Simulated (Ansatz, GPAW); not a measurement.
# Geometry or basis: what sets the conductance of a Sn chain with one Pt atom in line, part 2 of 3

How well does a Sn chain with one Pt atom in line conduct once its atoms have relaxed, and how much do cheaper levels lose?

GPAW 26.7.0 and Ansatz 0.2.0; Ansatz plane waves; relaxation of the junction with the lead ends held; PAW set soft_1 (the session's first sound run).

So far. Step 2 (Relaxation): The relaxation lowered the energy of the cell by 0.210 eV.

### 3. Plane-wave reference (PBE)

A plane-wave run comes first: its basis does not favour the atoms, so it serves as the reference for the orbital bases.

This step: Ansatz plane waves; Landauer transmission by layers, zero bias; PAW set soft_1 (Ansatz 0.2.0).

Input file input.yaml:

```yaml
crystal:
  lattice:
    - [9.0, 0.0, 0.0]
    - [0.0, 9.0, 0.0]
    - [0.0, 0.0, 35.3424]
  atoms:
    - { symbol: Sn, position: [0.5, 0.5, 0.0389051111] }
    - { symbol: Sn, position: [0.5, 0.5, 0.1167153334] }
    - { symbol: Sn, position: [0.5, 0.5, 0.1945255557] }
    - { symbol: Sn, position: [0.5, 0.5, 0.272335778] }
    - { symbol: Sn, position: [0.5935830677, 0.5227706484, 0.3505330502] }
    - { symbol: Sn, position: [0.5137434149, 0.5047215912, 0.4295707461] }
    - { symbol: Pt, position: [0.5716105902, 0.5196101397, 0.4998810197] }
    - { symbol: Sn, position: [0.5130971462, 0.5050667027, 0.5701821617] }
    - { symbol: Sn, position: [0.5915087525, 0.5223484103, 0.6492722032] }
    - { symbol: Sn, position: [0.5, 0.5, 0.727664222] }
    - { symbol: Sn, position: [0.5, 0.5, 0.8054744443] }
    - { symbol: Sn, position: [0.5, 0.5, 0.8832846666] }
    - { symbol: Sn, position: [0.5, 0.5, 0.9610948889] }
kpoints:
  mp_grid: { grid: [1, 1, 2] }
hamiltonian:
  xc: pbe
  pseudopotentials: { kind: paw, azcp: { folder: soft_1 } }
scf:
  occupations: { method: fermi_dirac, width: 0.1 }
output:
  transmission:
    leads: [[0, 1]]
    e_range: [-2, 2]
    de: 0.025
    kmesh: [1, 1]
    reduced_basis: true
  write_potential: true
  write_density: true
  volumetric_format: npy
```

On the command line:

```
$ ansatz run input.yaml --threads 4 --pin off --max-ram 8192MiB --backend cpu --events-out ev --progress --plain --runs-dir out
```

Numbers of over 12 decimals in the logs are rounded to 6 here.

Output:

```text
[...]
Crystal: 13 atoms, lattice volume = 2862.734 Å³
Basis set: ecut = 420 eV, 55915 PW (Γ)
Bands: 112, of which v1, the nominal top of the filled ones, is band 93 counted from 1 (92 counted from 0)
Symmetry: 1 space group operations
[...]
k-points: 2
[...]
SCF iter  10: F=-84799.114455 eV  HF=-84799.114455 eV  |F-HF|=2.65e-8  |Δ(HF+E_count)|=   1.73e-7  Δρ=1.23e-6  dr2=6.90e-8  ethr=5.38e-11  ⟨swp⟩=9.0  Hψ=702  notcnv=0
SCF 1 converged in 10 iterations: F = -84799.114455 eV  dr2 = 6.90e-8
[...]
transmission: 45 of 270 steps passed
transmission: 90 of 270 steps passed
[...]
transmission: 270 of 270 steps passed
WARN: The output density's exchange-correlation potential varies sharply where the density is thin. Do not read a vacuum level from v_tot or v_xc, or from such a field of the output density. On a cell that repeats whose density bears no net charge and no dipole along the vacuum's axis use v_es (v_loc + v_h of the components); under efield.dipole_correction with no amplitude use v_es + v_field, which holds any externa [...]
SCF converged after 10 iterations
Free energy (F): -84799.114455 eV
[...]
Internal energy: -84798.595063 eV  (E = F + TS)
E sigma→0 (E₀):  -84798.854759 eV
Entropy (-TS):   -0.519392 eV (-39.953 meV/atom)
Fermi energy:    -2.589985 eV
[...]
--- Band table (eV) ---
  k-point 0: bands = [... 89 lower, -2.9442, -2.8636, -2.8202, -2.7288, -2.6141, -2.2777, -2.0852, -2.0498, ... 15 higher]
  k-point 1: bands = [... 89 lower, -2.9938, -2.8513, -2.7086, -2.6349, -2.4755, -2.4272, -2.3031, -2.2695, ... 15 higher]
--- Transmission ---
  basis      : 717 plane waves across, 45 finite elements along
  points     : 1, standing for a mesh of 1 x 1
  filling    : by the input's occupations and mesh, since the crystals that have channels conduct as metals do. If one of these is a semiconductor, that mesh has misplaced its level
  energies   : 161 from -2.000000 to 2.000000 eV about the Fermi level, 0.025000 eV apart; the leads are filled to 0.000000 eV, and channels, transmission and decay are at 0.000000 eV
  crystal 0  : Sn1, at the sites [0, 1], period 2.7500 Å, over 22.00 Å; its Hamiltonian steps by up to 28.5 meV: too much for a lead, lay more layers or, if its atoms are ordered, name the step of that order
    offset         : up to 0.0000 Å between an atom of the period and one for which it stands
    filled         : 7.4 meV under the level at which it is neutral
    channels       : 3.000000e0 a spin
    conductance    : 2.8697e14 S/m² at 300 K; may be off by some 0.0 % by where its bands' edges are placed, 0.0 % from the distance to neutral
  junction   : crystal 0 to crystal 0, 0.70 to 33.29 Å
    transmission   : 1.529169e0 a spin
    error estimate : 1.897817e-4 a spin from the reduction of the transverse basis, at the most 1.754156e-3 at 1.475000 eV
    conductance    : 1.4576e14 S/m² at 300 K (1.4576e14 on every other energy)
    error estimate : 0.0 % from the energy spacing and 0.0 % from band edges of the leads and from resonances (wavevectors taken as independent; lower de), 0.0 % from the reduction of the transverse basis, 3.3 % from the steps of its leads' Hamiltonians or their offsets (lay more layers), 0.4 % from the distance to neutral
    resistance     : 3.3761e-3 Ω µm² beyond half of each lead's own
```

Run time: 94 s. Hardware: 4 threads of Arm Neoverse V1, shared host; peak memory 3.4 GiB.

The column dr2 measures how far the density is from self-consistency, as an energy; F and HF (Harris–Foulkes) agree once it is small.

Numbers from this step:

| Property | Result |
| --- | --- |
| free energy | -84799.1145 eV |
| lead level | 0 eV from the Fermi level |
| transmission at the Fermi level (one spin) | 1.529 |
| open channels of the lead at the Fermi level (one spin) | 3 |
| step of the potential along the lead | 28.5 meV |
| offset of the lead | 0 Å |
| filling of the lead less its bulk value, in size | 7.4 meV |
| conductance | 1.524 G₀ |

One spin. Table of transmission, zone mean by energy, zero at the Fermi level:

energy (eV), transmission, zone mean and a bar:
```
   -2.000       0.29 ###
   -1.900       0.08 #
   -1.800       0.02 
   -1.700       0.00 
   -1.600       0.00 
   -1.500       0.01 
   -1.400       0.04 
   -1.300       0.14 ##
   -1.200       0.45 #####
   -1.100       0.96 ###########
   -1.075       1.00 ############
   -1.000       0.84 ##########
   -0.900       0.58 #######
   -0.800       0.88 ##########
   -0.700       0.85 ##########
   -0.600       0.80 #########
   -0.500       0.80 ##########
   -0.400       0.90 ###########
   -0.300       1.07 #############
   -0.200       1.25 ###############
   -0.100       1.41 #################
    0.000       1.53 ##################
    0.100       1.59 ###################
    0.200       1.62 ###################
    0.300       1.63 ###################
    0.400       1.64 ####################
    0.500       1.66 ####################
    0.600       1.71 ####################
    0.700       1.79 #####################
    0.800       1.90 #######################
    0.900       2.04 ########################
    1.000       2.18 ##########################
    1.100       2.32 ############################
    1.200       2.43 #############################
    1.300       2.49 ##############################
    1.375       2.51 ##############################
    1.400       2.51 ##############################
    1.500       2.48 ##############################
    1.600       2.36 ############################
    1.700       2.20 ##########################
    1.800       2.02 ########################
    1.900       1.85 ######################
    2.000       1.69 ####################
```

One spin. Table of open channels, zone mean by energy, zero at the Fermi level:

```tsv
energy (eV)	open channels, zone mean
-2.000	1
-1.900	1
-1.800	1
-1.700	1
-1.600	1
-1.500	1
-1.400	1
-1.300	1
-1.200	1
-1.100	1
-1.000	1
-0.900	1
-0.800	3
-0.700	3
-0.600	3
-0.500	3
-0.400	3
-0.300	3
-0.200	3
-0.100	3
0.000	3
0.100	3
0.200	3
0.300	3
0.400	3
0.500	3
0.600	3
0.700	3
0.800	3
0.900	3
1.000	3
1.100	3
1.200	3
1.300	3
1.400	3
1.500	3
1.600	3
1.700	3
1.800	3
1.900	3
2.000	3
```

Crystal 0, spin -, k parallel (0, 0); distinct values, listed up to 1.5 1/Å. Table of Im kz of the slowest decaying states by energy, zero at the Fermi level:

```tsv
energy (eV)	decay 1 (Å⁻¹)	decay 2 (Å⁻¹)	decay 3 (Å⁻¹)	decay 4 (Å⁻¹)
-2.000	0.516	0.517	1.19	1.31
-1.800	0.472	0.473	1.17	1.29
-1.600	0.423	0.423	1.15	1.27
-1.400	0.366	0.367	1.12	1.25
-1.200	0.298	0.299	1.10	1.22
-1.000	0.208	0.209	1.07	1.20
-0.800	1.05	1.18	1.26	1.26
-0.600	1.02	1.16	1.24	1.24
-0.400	0.996	1.13	1.22	1.22
-0.200	0.968	1.11	1.21	1.21
0.000	0.940	1.08	1.18	1.19
0.200	0.911	1.06	1.16	1.16
0.400	0.881	1.03	1.14	1.14
0.600	0.850	1.01	1.12	1.12
0.800	0.818	0.982	1.09	1.10
1.000	0.784	0.954	1.07	1.08
1.200	0.749	0.926	1.04	1.05
1.400	0.712	0.897	1.02	1.03
1.600	0.674	0.866	0.991	1.01
1.800	0.632	0.835	0.963	0.982
2.000	0.589	0.803	0.935	0.957
```

Crystal 0, spin -, k parallel (0, 0). Table of Re kz of states that move upwards by energy, zero at the Fermi level:

```tsv
energy (eV)	channel 1 (Å⁻¹)	channel 2 (Å⁻¹)	channel 3 (Å⁻¹)
-2.000	-1.06	-	-
-1.900	-1.05	-	-
-1.800	-1.04	-	-
-1.700	-1.03	-	-
-1.600	-1.02	-	-
-1.500	-1.01	-	-
-1.400	-1.00	-	-
-1.300	-0.994	-	-
-1.200	-0.985	-	-
-1.100	-0.976	-	-
-1.000	-0.967	-	-
-0.900	-0.958	-	-
-0.800	-0.949	0.0490	0.0545
-0.700	-0.940	0.160	0.162
-0.600	-0.932	0.221	0.223
-0.500	-0.923	0.269	0.270
-0.400	-0.915	0.310	0.311
-0.300	-0.906	0.346	0.347
-0.200	-0.898	0.379	0.380
-0.100	-0.889	0.410	0.410
0.000	-0.881	0.438	0.439
0.100	-0.873	0.465	0.466
0.200	-0.865	0.491	0.491
0.300	-0.857	0.515	0.516
0.400	-0.848	0.539	0.539
0.500	-0.840	0.561	0.562
0.600	-0.832	0.583	0.584
0.700	-0.824	0.604	0.605
0.800	-0.816	0.625	0.626
0.900	-0.808	0.645	0.646
1.000	-0.801	0.665	0.666
1.100	-0.793	0.685	0.685
1.200	-0.785	0.704	0.704
1.300	-0.777	0.722	0.723
1.400	-0.769	0.741	0.741
1.500	-0.762	0.759	0.759
1.600	-0.754	0.777	0.777
1.700	-0.746	0.795	0.795
1.800	-0.739	0.812	0.813
1.900	-0.731	0.830	0.830
2.000	-0.724	0.847	0.848
```

The electrostatic potential energy of an electron (with the applied field's), less the Fermi level, planar mean oscillates, so the rows of the table below give means over windows of 2.8 Å about each position, cut where the curve ends. Its first 14 maxima inside the range that stand out by 2 % of the span (Å: eV): 1.3: 3.05, 2.8: 4.11, 4.1: 3.05, 5.4: 4.12, 6.9: 3.06, 8.2: 4.10, 9.6: 2.97, 11.0: 4.04, 12.4: 2.97, 13.7: 4.03, 16.5: 4.30, 18.7: 4.30, 21.5: 4.03, 23.0: 2.97. Its first 14 minima: 1.0: 2.98, 1.8: 2.98, 3.8: 2.98, 4.4: 2.99, 6.5: 3.00, 7.2: 2.99, 9.3: 2.92, 10.0: 2.90, 12.1: 2.91, 12.8: 2.91, 14.9: 2.83, 17.7: 2.65, 20.5: 2.83, 22.5: 2.91.

Electrostatic potential energy of an electron (with the applied field's), less the Fermi level, planar mean against z; means over each step:

```tsv
z (Å)	electrostatic potential energy of an electron (with the applied field's), less the Fermi level, planar mean (eV)
1.40	3.46
4.20	3.45
7.00	3.46
9.80	3.38
12.60	3.37
15.40	3.42
18.20	3.50
21.00	3.35
23.80	3.36
26.60	3.40
29.40	3.44
32.20	3.43
35.00	3.29
```

The valence density, planar mean oscillates, so the rows of the table below give means over windows of 2.8 Å about each position, cut where the curve ends. Its maxima inside the range that stand out by 2 % of the span (Å: e/Å³): 1.3: 0.153, 4.1: 0.155, 6.9: 0.154, 9.6: 0.153, 12.4: 0.154, 15.2: 0.153, 17.7: 0.198, 20.2: 0.152, 23.0: 0.154, 25.8: 0.153, 28.4: 0.154, 31.2: 0.155, 34.0: 0.153. Its minima: 2.8: 0.0162, 5.4: 0.0161, 8.2: 0.0163, 11.0: 0.0159, 13.8: 0.0158, 16.3: 0.0207, 19.0: 0.0208, 21.5: 0.0157, 24.3: 0.0157, 27.1: 0.0163, 29.9: 0.0161, 32.5: 0.0162.

Table of valence density, planar mean by z; means over each step:

z (Å), valence density, planar mean (e/Å³) and a bar from the least value:
```
     1.40      0.062 #
     4.20      0.062 #
     7.00      0.062 #
     9.80      0.062 #
    12.60      0.062 #
    15.40      0.063 ##
    18.20      0.086 ##############################
    21.00      0.061 
    23.80      0.062 #
    26.60      0.063 ##
    29.40      0.063 ###
    32.20      0.063 ###
    35.00      0.083 ###########################
```

T at the Fermi level is 1.53; the potential still steps by 28.5 meV from one lead period to the next, more than the program accepts for a lead, so the cell is too short for a firm reference, and the program's own error estimates apply.

### 4. Double-zeta polarised basis

The script solves lead and junction separately, takes H and S in the orbital basis, and joins semi-infinite leads through their self-energies; the dzp basis is the working standard.

This step: GPAW LCAO, PAW setups; Landauer transmission from Green's functions with principal layers (ASE), zero bias (GPAW 26.7.0).

Input file run.py:

```python
import json
import numpy as np
from ase import Atoms
from ase.transport.calculators import TransportCalculator
from gpaw import GPAW, FermiDirac
from gpaw.lcao.tools import get_lcao_hamiltonian
from scipy.linalg import eigh

# The junction with lead layers at both ends, along the third cell vector
device = Atoms(
    ['Sn', 'Sn', 'Sn', 'Sn', 'Sn', 'Sn', 'Pt', 'Sn', 'Sn', 'Sn', 'Sn', 'Sn', 'Sn'],
    positions=[
        [4.50000, 4.50000, 1.37500],
        [4.50000, 4.50000, 4.12500],
        [4.50000, 4.50000, 6.87500],
        [4.50000, 4.50000, 9.62500],
        [5.34225, 4.70494, 12.38868],
        [4.62369, 4.54249, 15.18206],
        [5.14450, 4.67649, 17.66699],
        [4.61787, 4.54560, 20.15161],
        [5.32358, 4.70114, 22.94684],
        [4.50000, 4.50000, 25.71740],
        [4.50000, 4.50000, 28.46740],
        [4.50000, 4.50000, 31.21740],
        [4.50000, 4.50000, 33.96740]],
    cell=[[9.0, 0.0, 0.0], [0.0, 9.0, 0.0], [0.0, 0.0, 35.3424]],
    pbc=True)

# One principal layer of the lead: the first 3 atoms of the device
lead = Atoms(
    ['Sn', 'Sn', 'Sn'],
    positions=[
        [4.50000, 4.50000, 1.37500],
        [4.50000, 4.50000, 4.12500],
        [4.50000, 4.50000, 6.87500]],
    cell=[[9.0, 0.0, 0.0], [0.0, 9.0, 0.0], [0.0, 0.0, 8.25]],
    pbc=True)

settings = dict(mode='lcao', basis='dzp', xc='PBE', h=0.2,
                occupations=FermiDirac(0.1), maxiter=250,
                mixer=dict(beta=0.1, nmaxold=8, weight=100.0),
                convergence=dict(density=0.0001))
energies = np.arange(-2, 2 + 1e-9, 0.025)
eta = 0.0001
n1, n2 = 1, 1
# k and -k transmit alike, so half of the mesh across the current serves
mesh = [(i, j) for i in range(n1) for j in range(n2) if (i, j) <= (-i % n1, -j % n2)]
weights = np.array([1 if (i, j) == (-i % n1, -j % n2) else 2 for i, j in mesh]) / (n1 * n2)

# [... helper functions left out ...]
fermi_lead = ground_state(lead, (1, 1, 14), 'lead.txt')
fermi_device = ground_state(device, (1, 1, 2), 'device.txt')
# [... loop over the mesh left out, but for ...]
        # Shift the lead onto the potential of the device's first layer
        shift = ((H[:, 0, 0] - H0[:, 0, 0]) / S0[0, 0]).real.mean()
# [...]
kT = 8.617333e-5 * 300
bias = [0.1, 0.2, 0.5, 1.0, 1.5, 2.0]
# [... integrals and printing left out ...]
```

On the command line:

```
$ OMP_NUM_THREADS=1 OPENBLAS_NUM_THREADS=1 python run.py
```

Output:

```text
basis functions: device 303, principal layer 69
Fermi level: lead -2.9469 eV, device -2.9248 eV; lead shifted by 0.0253 eV
largest coupling past the next layer 3.84e-07 eV, largest misfit of the first layer 0.048 eV
  E-E_F (eV)   T (one spin)  [channel counts left out]
    -2.000    3.6248e-01
    -1.975    2.7834e-01
    -1.950    2.0700e-01
    -1.925    1.5134e-01
    -1.900    1.0582e-01
    -1.875    7.3211e-02
    -1.850    4.9788e-02
    -1.825    3.3373e-02
    -1.800    2.2115e-02
    -1.775    1.4545e-02
    -1.750    9.5515e-03
    -1.725    6.3228e-03
    -1.700    4.2813e-03
    -1.675    3.0281e-03
    -1.650    2.2972e-03
    -1.625    1.9205e-03
[...]
1.825    2.0327e+00
     1.850    1.9922e+00
     1.875    1.9517e+00
     1.900    1.9110e+00
     1.925    1.8701e+00
     1.950    1.8286e+00
     1.975    1.7865e+00
     2.000    1.7437e+00
conductance at 300 K: 1.531 G0 a cell; thermopower -5.94 uV/K
current from the zero-bias T(E) at 0.1 V: 11.841 uA
current from the zero-bias T(E) at 0.2 V: 23.557 uA
current from the zero-bias T(E) at 0.5 V: 56.934 uA
current from the zero-bias T(E) at 1.0 V: 104.92 uA
current from the zero-bias T(E) at 1.5 V: 154.68 uA
current from the zero-bias T(E) at 2.0 V: 211.75 uA
```

Run time: 76 s. Hardware: 1 thread; peak memory 1.2 GiB.

This step gave:

| Item | Value |
| --- | --- |
| conductance | 1.531 G₀ |
| thermopower | -5.940 μV/K |
| largest coupling past the next principal layer | 3.84e-7 eV |
| largest misfit of the first principal layer | 0.04790 eV |
| shift that aligns the lead | 0.02529 eV |
| basis functions of the junction | 303 |
| basis functions of a principal layer | 69 |
| transmission at the Fermi level (one spin) | 1.539 |

One spin. The transmission, zone mean by energy, zero at the Fermi level:

```tsv
energy (eV)	transmission, zone mean
-2.000	0.362
-1.900	0.106
-1.800	0.0221
-1.700	0.00428
-1.600	0.00180
-1.500	0.00380
-1.400	0.0142
-1.300	0.0507
-1.200	0.167
-1.100	0.499
-1.000	0.960
-0.975	0.996
-0.900	0.916
-0.800	0.984
-0.700	1.31
-0.600	0.720
-0.500	0.583
-0.400	0.707
-0.300	0.922
-0.200	1.16
-0.100	1.38
0.000	1.54
0.100	1.63
0.200	1.67
0.300	1.68
0.400	1.69
0.500	1.72
0.600	1.77
0.700	1.85
0.800	1.96
0.900	2.09
1.000	2.23
1.100	2.36
1.200	2.45
1.300	2.52
1.375	2.53
1.400	2.53
1.500	2.49
1.600	2.38
1.700	2.24
1.800	2.07
1.900	1.91
2.000	1.74
```

Not self-consistent under bias; the bias window is split evenly. Current through one cell, from the zero-bias transmission against bias:

```tsv
bias (V)	current through one cell, from the zero-bias transmission (μA)
0.100	11.8
0.200	23.6
0.500	56.9
1.000	105
1.500	155
2.000	212
```

Transmission of the three most open eigenchannels against energy, zero at the Fermi level:

```tsv
energy (eV)	channel 1	channel 2	channel 3
-2.000	0.362	0	0
-1.800	0.0221	0	0
-1.600	0.00180	0	0
-1.400	0.0142	0	0
-1.200	0.167	0	0
-1.000	0.960	0	0
-0.800	0.984	3.5e-9	7.9e-11
-0.600	0.686	0.0275	0.00709
-0.400	0.553	0.127	0.0261
-0.200	0.585	0.465	0.114
0.000	0.704	0.564	0.271
0.200	0.743	0.508	0.420
0.400	0.677	0.578	0.440
0.600	0.653	0.628	0.487
0.800	0.702	0.646	0.610
1.000	0.788	0.727	0.714
1.200	0.891	0.837	0.727
1.400	0.925	0.896	0.710
1.600	0.959	0.835	0.590
1.800	0.935	0.802	0.336
2.000	0.805	0.784	0.154
```

At the Fermi level T is 1.54 against 1.53 in plane waves. Couplings past the next layer reach 3.8e-7 eV, small enough to drop; the matrix elements of the cell's first layer differ from the bulk lead's by up to 0.048 eV. That layer keeps its own values in the calculation, and only beyond it is the lead taken as perfect. The Fermi levels of lead and junction count from different zeros of potential, one for each periodic cell; with both set to zero, the small remaining shift is what aligns them. Without spin-orbit coupling, which is large for these atoms, channel counts and T are those of the scalar-relativistic bands. By hand: G = 1.531 × 77.48 μS = 119 μS, a resistance of 8.43 kΩ; at 0.1 V a linear junction would pass 11.9 μA, and the integral over the bias window gives 11.8 μA. Mott's formula, S = -(π²/3)(k_B²T/e) d ln T/dE, has the prefactor 7.33 μV/K·eV at 300 K; T = 1.506 at -0.025 eV and 1.567 at 0.025 eV give a slope of 0.801 per eV and S = -5.87 μV/K, beside -5.94 μV/K from the thermal integral, which interpolates the same grid.

### 5. GPAW, szp: basis = "szp(dzp)"

The second zeta is dropped, the polarisation orbitals stay.

Edit run.py of step 4 so:

```diff
@@ -38,3 +38,3 @@
 
-settings = dict(mode='lcao', basis='dzp', xc='PBE', h=0.2,
+settings = dict(mode='lcao', basis='szp(dzp)', xc='PBE', h=0.2,
                 occupations=FermiDirac(0.1), maxiter=250,
```

Output:

```text
basis functions: device 183, principal layer 42
Fermi level: lead -3.2113 eV, device -3.1264 eV; lead shifted by 0.0239 eV
largest coupling past the next layer 3.63e-07 eV, largest misfit of the first layer 0.063 eV
  E-E_F (eV)   T (one spin)  channels
    -2.000    2.7423e-01    1.0000
    -1.975    2.0225e-01    1.0000
    -1.950    1.4374e-01    1.0000
[...]
1.975    1.7643e+00    3.0000
     2.000    1.7205e+00    3.0000
conductance at 300 K: 1.4996 G0 a cell; thermopower -7.051 uV/K
current from the zero-bias T(E) at 0.1 V: 11.595 uA
current from the zero-bias T(E) at 0.2 V: 23.05 uA
current from the zero-bias T(E) at 0.5 V: 55.425 uA
current from the zero-bias T(E) at 1.0 V: 101.65 uA
current from the zero-bias T(E) at 1.5 V: 152.26 uA
current from the zero-bias T(E) at 2.0 V: 208.67 uA
```

Wall time 55 s (1 thread); peak memory 1.1 GiB.

Numbers from this step:

* conductance: 1.500 G₀
* thermopower: -7.051 μV/K
* largest coupling past the next principal layer: 3.63e-7 eV
* largest misfit of the first principal layer: 0.06345 eV
* shift that aligns the lead: 0.02393 eV
* basis functions of the junction: 183
* basis functions of a principal layer: 42
* transmission at the Fermi level (one spin): 1.508

The conductance, 1.50 G₀, lies 2.0 % below that of the dzp run.

[end of part 2 of 3]

[Logs are printed without paths, hosts, clocks, repeated set-up lines and the standing remarks that a program may print on its own settings, such as how far it seeks lower states.]

[Hosts, paths, dates, database ids (printed as entryN), source tags and the programs' standing remarks are cut or masked in the printed files.]
